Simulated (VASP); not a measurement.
A run of VASP 6.6.1 is set up as follows.

Contents of INCAR:

```
SYSTEM = H13ClO6
PREC     = Accurate       ! precision mode
ENCUT    = 520            ! plane-wave cutoff, eV
EDIFF    = 1E-6           ! SCF threshold, eV
ISMEAR   = -1             ! smearing method
SIGMA    = 0.02           ! smearing width, eV
LREAL    = Auto         
LASPH    = .True.         ! aspherical terms in the spheres
NELM     = 60             ! most SCF steps
ALGO     = Fast           ! electronic algorithm
ISIF     = 2              ! what is computed and relaxed
LWAVE    = .False.        ! write WAVECAR
LCHARG   = .False.        ! write CHGCAR
GGA      = CA             ! functional
NBANDS   = 44             ! bands
```

KPOINTS

```
Automatic mesh
0
Gamma
  1 1 1
  0 0 0
```

POSCAR

```
H13ClO6
1.0
    6.6965600000      0.0000000000      0.0000000000
    0.0000000000      6.6965600000      0.0000000000
    0.0000000000      0.0000000000      6.6965600000
O H Cl
6 13 1
Direct
    0.5090076099      0.8854396884      0.7755773113
    0.2937478347      0.2649569331      0.7161139451
    0.4753784032      0.8049506015      0.4002652108
    0.9119906340      0.1470157812      0.7439789982
    0.6099250959      0.1151636064      0.1859312841
    0.4536956288      0.4582800722      0.3092184644
    0.4076122666      0.9906877561      0.7795793661
    0.4950601503      0.8195999140      0.5510142521
    0.2531000992      0.3587812250      0.8261405856
    0.1627701387      0.1939503267      0.6869347844
    0.5567037404      0.8917712975      0.3162220603
    0.4883552152      0.6347886079      0.3674722544
    0.8387291385      0.0238480653      0.7621973073
    0.8397595183      0.2512633352      0.6811258318
    0.6240816180      0.2552504570      0.2087191035
    0.6880398294      0.0687367843      0.0752475898
    0.3714593762      0.5029895947      0.1839003906
    0.3854516349      0.3802250708      0.4156163762
    0.4607440238      0.7714408592     -0.1415353555
    0.2279229933      0.5837325433     -0.0035540636
```

Potentials or basis: VASP PAW LDA potentials, release 64 (O, H, Cl).

Launch:

```console
$ cat potpaw_LDA.64/O/POTCAR potpaw_LDA.64/H/POTCAR potpaw_LDA.64/Cl/POTCAR > POTCAR
$ mpirun -np 1 vasp_gam > vasp.out
```

Q: What does it give for the pressure?

A: 0.4 GPa.

Q: Predict the largest force.

A: 2.166 eV/Å.

Q: Predict the band gap on the k mesh.

A: 4.28 eV, direct.

Stress tensor (GPa, compression positive):
```
 0.24 -0.56  0.71
-0.56  0.46  0.80
 0.71  0.80  0.54
```

Expect the measured gap to be larger: semilocal functionals such as LDA lack the derivative discontinuity.
